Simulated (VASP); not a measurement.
# CdTe (F-43m) in VASP: notebook

CdTe is run at these levels: PBE; tasks: single point.

Program: VASP 6.6.1. These are calculated values, not measurements. Logs are shortened: lines on timing, memory, paths and dates and some standing lists are left out, and cuts for length are marked.

**Measured values to compare with.**

From a printed reference work, data compilation, for a bulk crystal of CdTe at 0 K: band gap 1.607 eV.

How close the calculation comes is told below.

### 1 The cell of the first run

Symmetry: F-43m, No. 216, cubic system. Conventional cell: a = 6.463 Å, b = 6.463 Å, c = 6.463 Å, α = 90.00°, β = 90.00°, γ = 90.00°. Cd (site symmetry -43m) has 4 Te at 2.80 Å within 3.7 Å. Te (site symmetry -43m) has 4 Cd at 2.80 Å within 3.7 Å.

### 2 Single point, PBE

File INCAR:

```
SYSTEM = CdTe
PREC = Accurate
ENCUT = 500
EDIFF = 1E-6
ISMEAR = 0
SIGMA = 0.01
LREAL = .False.
LASPH = .True.
NELM = 120
ALGO = Normal
ISIF = 2
LWAVE = .False.
LCHARG = .False.
GGA = PE
NBANDS = 16
GGA_COMPAT = .False.
```

File KPOINTS:

```
regular mesh
0
Gamma
  6 6 6
  0 0 0
```

File POSCAR:

```
CdTe
1.0
    0.0000000000      3.2314888045      3.2314888045
    3.2314888045      0.0000000000      3.2314888045
    3.2314888045      3.2314888045      0.0000000000
Cd Te
1 1
Direct
    0.0000000000      0.0000000000      0.0000000000
    0.2500000000      0.2500000000      0.2500000000
```

Potentials or basis: VASP PAW PBE potentials, release 64 (Cd, Te).

Run with:

```bash
$ cat potpaw_PBE.64/Cd/POTCAR potpaw_PBE.64/Te/POTCAR > POTCAR
$ mpirun -np 1 vasp_std > vasp.out
```

OUTCAR:

```text
SYSTEM = CdTe
   PREC = Accurate
   ENCUT = 500
   EDIFF = 1E-6
   ISMEAR = 0
   LREAL = .False.
   LASPH = .True.
   NELM = 120
   ISIF = 2
   GGA = PE

 ion  position               nearest neighbor table
   1  0.000  0.000  0.000-   2 2.80   2 2.80   2 2.80   2 2.80
   2  0.250  0.250  0.250-   1 2.80   1 2.80   1 2.80   1 2.80

  LATTYP: Found a face centered cubic cell.
 ALAT       =     6.4629776090

  Lattice vectors:

 A1 = (   0.0000000000,   3.2314888045,   3.2314888045)
 A2 = (   3.2314888045,   0.0000000000,   3.2314888045)
 A3 = (   3.2314888045,   3.2314888045,   0.0000000000)

Analysis of symmetry for initial positions (statically):
=====================================================================
 Subroutine PRICEL returns:
 Original cell was already a primitive cell.

 Routine SETGRP: Setting up the symmetry group for a
 face centered cubic supercell.

 Subroutine GETGRP returns: Found 24 space group operations
 (whereof 24 operations were pure point group operations)
 out of a pool of 48 trial point group operations.

The static configuration has the point symmetry T_d .

Analysis of symmetry for dynamics (positions and initial velocities):
=====================================================================
 Subroutine PRICEL returns:
 Original cell was already a primitive cell.

 Routine SETGRP: Setting up the symmetry group for a
 face centered cubic supercell.

 Subroutine GETGRP returns: Found 24 space group operations
 (whereof 24 operations were pure point group operations)
 out of a pool of 48 trial point group operations.

The dynamic configuration has the point symmetry T_d .

 Subroutine INISYM returns: Found 24 space group operations
 (whereof 24 operations are pure point group operations),
 and found     1 'primitive' translations

----------------------------------------------------------------------------------------

                                     Primitive cell

  volume of cell :      67.4898

  direct lattice vectors                    reciprocal lattice vectors
     0.000000000  3.231488805  3.231488805    -0.154727443  0.154727443  0.154727443
     3.231488805  0.000000000  3.231488805     0.154727443 -0.154727443  0.154727443
     3.231488805  3.231488805  0.000000000     0.154727443  0.154727443 -0.154727443

  length of vectors
     4.570015294  4.570015294  4.570015294     0.267995793  0.267995793  0.267995793

  position of ions in fractional coordinates (direct lattice)
     0.000000000  0.000000000  0.000000000
     0.250000000  0.250000000  0.250000000

  ion indices of the primitive-cell ions
   primitive index   ion index
                 1           1
                 2           2

----------------------------------------------------------------------------------------

 KPOINTS: regular mesh

Automatic generation of k-mesh.
 Grid dimensions read from file:
 generate k-points for:    6    6    6

 Generating k-lattice:

  Cartesian coordinates                     Fractional coordinates (reciprocal lattice)
    -0.025787907  0.025787907  0.025787907     0.166666667  0.000000000  0.000000000
     0.025787907 -0.025787907  0.025787907     0.000000000  0.166666667  0.000000000
     0.025787907  0.025787907 -0.025787907     0.000000000  0.000000000  0.166666667

  Length of vectors
     0.044665965  0.044665965  0.044665965

  Shift w.r.t. Gamma in fractional coordinates (k-lattice)
     0.000000000  0.000000000  0.000000000

 Subroutine IBZKPT returns following result:
 ===========================================

 Found     16 irreducible k-points:

 Following reciprocal coordinates:
            Coordinates               Weight
  0.000000  0.000000  0.000000      1.000000
  0.166667  0.000000  0.000000      8.000000
  0.333333  0.000000  0.000000      8.000000
  0.500000  0.000000  0.000000      4.000000
  0.166667  0.166667  0.000000      6.000000
  0.333333  0.166667  0.000000     24.000000
[... 8 lines left out ...]
 -0.333333  0.333333  0.166667     24.000000
 -0.333333  0.500000  0.166667     12.000000
   k-points           NKPTS =     16   k-points in BZ     NKDIM =     16   number of bands    NBANDS=     16
   number of dos      NEDOS =    301   number of ions     NIONS =      2
   total plane-waves  NPLWV =  46656
   dimension x,y,z NGX =    36 NGY =   36 NGZ =   36
   dimension x,y,z NGXF=    72 NGYF=   72 NGZF=   72
   ions per type =               1   1
   NGX,Y,Z   is equivalent  to a cutoff of  13.10, 13.10, 13.10 a.u.
   NGXF,Y,Z  is equivalent  to a cutoff of  26.19, 26.19, 26.19 a.u.
 SYSTEM =  CdTe
   PREC   = accura    normal or accurate (medium, high low for compatibility)
   ISTART =      0    job   : 0-new  1-cont  2-samecut
   ICHARG =      2    charge: 1-file 2-atom 10-const
   ISPIN  =      1    spin polarized calculation?
   LNONCOLLINEAR =      F non collinear calculations
   LSORBIT =      F    spin-orbit coupling
   LASPH  =      T    aspherical Exc in radial PAW
   ENCUT  =  500.0 eV  36.75 Ry    6.06 a.u.   8.33  8.33  8.33*2*pi/ulx,y,z
   NELM   =    120;   NELMIN=  2; NELMDL= -5     # of ELM steps
   EDIFF  = 0.1E-05   stopping-criterion for ELM
   LREAL  =      F    real-space projection
   EDIFFG = 0.1E-04   stopping-criterion for IOM
   NSW    =      0    number of steps for IOM
   IBRION =     -1    ionic relax: 0-MD 1-quasi-New 2-CG
   NFREE  =      0    steps in history (QN), initial steepest desc. (CG)
   ISIF   =      2    stress and relaxation
   ISYM   =      2    0-nonsym 1-usesym 2-fastsym
   POTIM  = 0.5000    time-step for ionic-motion
   TEBEG  =    0.0;   TEEND  =   0.0 temperature during run
   PSTRESS=    0.0 pullay stress
   NELECT =      18.0000    total number of electrons
   NUPDOWN=      -1.0000    fix difference up-down
   EMIN   =  10.00;   EMAX   =-10.00  energy-range for DOS
   EFERMI =   0.00;   METHOD = LEGACY
   ISMEAR =     0;   SIGMA  =   0.01  broadening in eV -4-tet -1-fermi 0-gaus
   EFERMI_NEDOS =   21; number of points for ismear=-14 and -15
   IALGO  =     38    algorithm
   IMIX   =      4    mixing-type and parameters
     AMIX     =   0.40;   BMIX     =  1.00
     AMIX_MAG =   1.60;   BMIX_MAG =  1.00
  volume/ion in A,a.u.               =      33.74       227.72
  Fermi-wavevector in a.u.,A,eV,Ry     =   1.053787  1.991369 15.108834  1.110468
  Thomas-Fermi vector in A             =   2.188923
   LORBIT       =      0    0 simple, 1 ext, 2 COOP (PROOUT), +10 PAW based schemes
   GGA     = PE    functional components
   LHFCALC =     F    Hartree Fock is set to
   AEXX    =    0.0000 exact exchange contribution
   IVDW    =     0    specifies the selected vdW correction
   LEPSILON=     F    determine dielectric tensor
   LRPA    =     F    only Hartree local field effects (RPA)
 non-spin polarized calculation
 Gauss-broadening in eV      SIGMA  =   0.01
  energy-cutoff  :      500.00
  volume of cell :       67.49
 maximum number of plane-waves:      1736
 NGX is ok and might be reduce to    36
   NGX = 17   NGY = 17   NGZ = 17

 number of electron      17.9999995 magnetization

 Free energy of the ion-electron system (eV)
  ---------------------------------------------------
  ext. energy  EPLUGINS =         0.00000000
  ---------------------------------------------------
  free energy    TOTEN  =        -4.75965635 eV

  energy without entropy =       -4.75965635  energy(sigma->0) =       -4.75965635

 E-fermi :   2.5313     XC(G=0):  -8.6203

 val. band max:        2.4260823188   @ k =   0.0000   0.0000   0.0000
 cond. band min:       3.2218184133   @ k =   0.0000   0.0000   0.0000
 fundamental gap:      0.7957360945
 Fermi energy:         2.5312836150

 k-point     1 :       0.0000    0.0000    0.0000
  band No.  band energies     occupation
      1      -8.7948      2.00000
      2      -5.8924      2.00000
      3      -5.8924      2.00000
      4      -5.8924      2.00000
      5      -5.6259      2.00000
      6      -5.6259      2.00000
[... 8 lines left out ...]
     15      11.7970      0.00000
     16      11.7970      0.00000

 k-point     2 :       0.1667    0.0000    0.0000
  band No.  band energies     occupation
      1      -8.6932      2.00000
      2      -5.8733      2.00000
      3      -5.8733      2.00000
      4      -5.8082      2.00000
      5      -5.6271      2.00000
      6      -5.6271      2.00000
[... 8 lines left out ...]
     15      10.9063      0.00000
     16      10.9063      0.00000

 k-point     3 :       0.3333    0.0000    0.0000
  band No.  band energies     occupation
      1      -8.4901      2.00000
      2      -5.8405      2.00000
      3      -5.8405      2.00000
      4      -5.6230      2.00000
      5      -5.6230      2.00000
      6      -5.5232      2.00000
[... 8 lines left out ...]
     15      11.3200      0.00000
     16      11.3200      0.00000

 k-point     4 :       0.5000    0.0000    0.0000
  band No.  band energies     occupation
      1      -8.3909      2.00000
      2      -5.8277      2.00000
      3      -5.8277      2.00000
      4      -5.6167      2.00000
      5      -5.6167      2.00000
      6      -5.2663      2.00000
[... 8 lines left out ...]
     15      12.7559      0.00000
     16      12.7559      0.00000
[... 172 lines left out ...]
 k-point    14 :       0.5000    0.3333    0.1667
  band No.  band energies     occupation
      1      -8.3621      2.00000
      2      -5.7945      2.00000
      3      -5.7870      2.00000
      4      -5.6685      2.00000
      5      -5.6130      2.00000
      6      -5.3033      2.00000
[... 8 lines left out ...]
     15      12.7409      0.00000
     16      13.8834      0.00000

 k-point    15 :      -0.3333    0.3333    0.1667
  band No.  band energies     occupation
      1      -8.2999      2.00000
      2      -5.7867      2.00000
      3      -5.7720      2.00000
      4      -5.6509      2.00000
      5      -5.6230      2.00000
      6      -5.1095      2.00000
[... 8 lines left out ...]
     15      12.9526      0.00000
     16      13.6591      0.00000

 k-point    16 :      -0.3333    0.5000    0.1667
  band No.  band energies     occupation
      1      -8.2695      2.00000
      2      -5.7584      2.00000
      3      -5.7567      2.00000
      4      -5.6748      2.00000
      5      -5.6129      2.00000
      6      -5.0598      2.00000
[... 8 lines left out ...]
     15      13.5262      0.00000
     16      13.8342      0.00000

------------------------ aborting loop because EDIFF is reached ----------------------------------------

  FORCE on cell =-STRESS in cart. coord.  units (eV):
  Direction    XX          YY          ZZ          XY          YZ          ZX
  --------------------------------------------------------------------------------------
  -------------------------------------------------------------------------------------
  Total        1.3178203      1.3178203      1.3178203      0.0000000      0.0000000      0.0000000
  in kB       31.2844707     31.2844707     31.2844707      0.0000000      0.0000000      0.0000000
  external PRESSURE =      31.2844707 kB  Pullay stress =       0.0000000 kB

 VOLUME and BASIS-vectors are now :
 -----------------------------------------------------------------------------
  energy-cutoff  :      500.00
  volume of cell :       67.49
      direct lattice vectors                 reciprocal lattice vectors
     0.000000000  3.231488805  3.231488805    -0.154727443  0.154727443  0.154727443
     3.231488805  0.000000000  3.231488805     0.154727443 -0.154727443  0.154727443
     3.231488805  3.231488805  0.000000000     0.154727443  0.154727443 -0.154727443

 POSITION                                       TOTAL-FORCE (eV/Angst)
 -----------------------------------------------------------------------------------
      0.00000      0.00000      0.00000        -0.000000      0.000000      0.000000
      1.61574      1.61574      1.61574         0.000000     -0.000000     -0.000000
 -----------------------------------------------------------------------------------
    total drift:                                0.000000      0.000000      0.000000

  FREE ENERGIE OF THE ION-ELECTRON SYSTEM (eV)
  ---------------------------------------------------
  free  energy   TOTEN  =        -4.7596563527 eV

  energy  without entropy=       -4.7596563527  energy(sigma->0) =       -4.75965635
```

Wall time 32 s (1 thread of Intel Xeon 8259CL, shared host); peak memory 0.21 GiB.

What came out:

- Free energy: -4.7597 eV
- Pressure: 3.1 GPa
- Band gap on the k mesh: 0.80 eV

Caveat: the cell stands under pressure; spin-orbit coupling is left out, which moves the levels of the heavy elements.

### 3 Single point, PBE

This run uses another cell than the first one, of 34.57 Å³/atom.

File INCAR:

```
PREC = Accurate
ENCUT = 500
EDIFF = 1E-6
ISMEAR = 0
SIGMA = 0.01
LREAL = False
LASPH = True
NELM = 120
ALGO = Normal
ISIF = 2
LWAVE = False
LCHARG = False
GGA = PE
NBANDS = 16
GGA_COMPAT = False
```

File KPOINTS:

```
regular mesh
0
Gamma
  6 6 6
```

File POSCAR:

```
CdTe
1.0
    0.0000000000      3.2575503236      3.2575503236
    3.2575503236      0.0000000000      3.2575503236
    3.2575503236      3.2575503236      0.0000000000
Cd Te
1 1
Direct
    0.0000000000      0.0000000000      0.0000000000
    0.2500000000      0.2500000000      0.2500000000
```

Potentials or basis: VASP PAW PBE potentials, release 64 (Cd, Te).

Run with:

```bash
$ cat potpaw_PBE.64/Cd/POTCAR potpaw_PBE.64/Te/POTCAR > POTCAR
$ mpirun -np 1 vasp_std > vasp.out
```

Run time: 33 s. Hardware: 1 thread of Intel Xeon 8259CL, shared host; peak memory 0.21 GiB.

The run converged. Its results:

| Quantity | Value |
| --- | --- |
| Free energy | -4.7859 eV |
| Pressure | 2.0 GPa |
| Band gap on the k mesh | 0.72 eV |

Levels at points of the mesh, in eV from the valence-band top:
| k point | band 7 | band 8 | band 9 | band 10 | band 11 | band 12 |
| --- | --- | --- | --- | --- | --- | --- |
| (0.00, 0.00, 0.00) | 0.00 | 0.00 | 0.00 | 0.72 | 4.61 | 4.61 |
| (0.50, 0.00, 0.00) | -4.34 | -0.75 | -0.75 | 1.80 | 5.19 | 5.19 |
| (0.50, 0.50, 0.00) | -4.23 | -1.81 | -1.81 | 2.64 | 2.67 | 8.76 |

Caveat: spin-orbit coupling is left out, which moves the levels of the heavy elements.

### 4 Single point, PBE

This run uses another cell than the first one, of 35.39 Å³/atom.

File INCAR:

```
ALGO     = Normal         # electronic algorithm
EDIFF    = 1E-6           # SCF threshold, eV
ENCUT    = 500            # plane-wave cutoff, eV
GGA      = PE             # functional
GGA_COMPAT= F            
ISIF     = 2              # what is computed and relaxed
ISMEAR   = 0              # smearing method
LASPH    = T              # aspherical terms in the spheres
LCHARG   = F              # write CHGCAR
LREAL    = F              # projectors in reciprocal space
LWAVE    = F              # write WAVECAR
NBANDS   = 16             # bands
NELM     = 120            # most SCF steps
PREC     = Accurate       # precision mode
SIGMA    = 0.01           # smearing width, eV
```

File KPOINTS:

```
k-points
0
Gamma
  6 6 6
```

File POSCAR:

```
CdTe
1.0
    0.0000000000      3.2832013823      3.2832013823
    3.2832013823      0.0000000000      3.2832013823
    3.2832013823      3.2832013823      0.0000000000
Cd Te
1 1
Direct
    0.0000000000      0.0000000000      0.0000000000
    0.2500000000      0.2500000000      0.2500000000
```

Run with:

```bash
$ cat potpaw_PBE.64/Cd/POTCAR potpaw_PBE.64/Te/POTCAR > POTCAR
$ mpirun -np 1 vasp_std > vasp.out
```

Wall time 32 s (1 thread of Intel Xeon 8259CL, shared host); peak memory 0.21 GiB.

It converged, with:

* Free energy: -4.8012 eV
* Pressure: 1.0 GPa
* Band gap on the k mesh: 0.65 eV

Levels at points of the mesh, in eV from the valence-band top:
```csv
k point,band 5,band 6,band 7,band 8,band 9,band 10,band 11,band 12,band 13,band 14
"(0.00, 0.00, 0.00)",-7.93,-7.93,0.00,0.00,0.00,0.65,4.63,4.63,4.63,7.41
"(0.50, 0.00, 0.00)",-7.92,-7.61,-4.21,-0.72,-0.72,1.78,5.20,5.20,7.04,8.51
"(0.50, 0.50, 0.00)",-7.90,-7.48,-4.12,-1.73,-1.73,2.67,2.69,8.63,8.93,8.93
```

Caveat: spin-orbit coupling is left out, which moves the levels of the heavy elements.

(Continued in part 2 of 2.)
